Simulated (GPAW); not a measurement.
Set up this calculation in GPAW 26.7.0, as an ASE script.

```yaml
Task: relaxation of cell and atoms
Functional: RPBE
Dispersion: D4
Potentials_or_basis: the program's PAW data sets (release 1.2.1) made for this functional
Cutoff: 800 eV
Basis: pw
k_mesh: 11 × 11 × 11
Occupations: fermi-dirac, width 0.05 eV
Spin: collinear spin, ferromagnetic start
Starting_moments: "[1.0, 0.0] μB"
Maxiter: 150
Optimizer: FIRE
Fmax: 0.02 eV/Å
Max_steps: 60
Convergence: density=1e-05 forces=0.0001
```

NiO:

```
Ni O
1.0
     0.00000    2.08590    2.08590
     2.08590    0.00000    2.08590
     2.08590    2.08590    0.00000
Ni O
1 1
Direct
  0.00000 0.00000 0.00000
  0.50000 0.50000 0.50000
```

One way to write it, as run:

run.py

```python
from ase import Atoms
from ase.calculators.mixing import SumCalculator
from ase.filters import FrechetCellFilter
from ase.io import write
from ase.optimize import FIRE
from dftd4.ase import DFTD4
from gpaw import GPAW, PW

atoms = Atoms(['Ni', 'O'],
              cell=[[0.0, 2.0859016414, 2.0859016414],
                    [2.0859016414, 0.0, 2.0859016414],
                    [2.0859016414, 2.0859016414, 0.0]],
              scaled_positions=[[0.0, 0.0, 0.0],
                                [0.5, 0.5, 0.5]],
              pbc=True)
atoms.set_initial_magnetic_moments([1.0, 0.0])

calc = GPAW(mode=PW(800),
            xc='RPBE',
            kpts={'size': (11, 11, 11), 'gamma': True},
            occupations={'name': 'fermi-dirac', 'width': 0.05},
            nbands=22,
            convergence={'density': 1e-05, 'forces': 0.0001},
            maxiter=150,
            txt='gpaw.txt')
atoms.calc = SumCalculator([calc, DFTD4(method='rpbe')])
opt = FIRE(FrechetCellFilter(atoms), trajectory='relax.traj', logfile='-')
done = opt.run(fmax=0.02, steps=60)
calc.write('gs.gpw')
write('result.traj', atoms)
print('Converged:', done)
print('Cell:', atoms.cell.cellpar().round(4))
print('Volume:', round(atoms.get_volume(), 4))
print(atoms.get_scaled_positions().round(5))
```

Potentials or basis: the program's PAW data sets (release 1.2.1) made for this functional, pw.

The run is started by

```sh
$ OMP_NUM_THREADS=1 python run.py
```

It gave:

```yaml
Relaxed_volume: 9.45 Å³/atom
Relaxed_cell: a = 2.990 Å, b = 2.990 Å, c = 2.990 Å, α = 59.99°, β = 59.99°, γ = 59.99°
Space_group_after_relaxing_to_0.05_Å: Fm-3m (No. 225)
Energy_gained_by_relaxing: 86.4 meV/atom
Ionic_steps: 17
Pressure_after_relaxing: 0.2 GPa
Band_gap_on_the_k_mesh: none (metal or under the smearing width)
Net_moment: 1.88 μB per cell
Site_moments: Ni +1.56; O +0.23 μB
Dispersion_energy_per_atom: -0.725 eV
```

Caveat: each step starts from the last one's moments, so a moment once lost doesn't come back; the stock nickel data set gives pressures a few GPa off other programs; later steps reuse the first step's grids; a cell with one magnetic atom can't hold antiferromagnetic order, which such compounds often take; semilocal functionals often make such compounds metallic where correlation or magnetic order opens a gap, which also shifts bond lengths; pairwise dispersion overbinds metals, which lowers pressure and volume.

Wall time 26 min on 1 thread of Arm Neoverse V1 (shared host), peak memory 0.74 GiB.
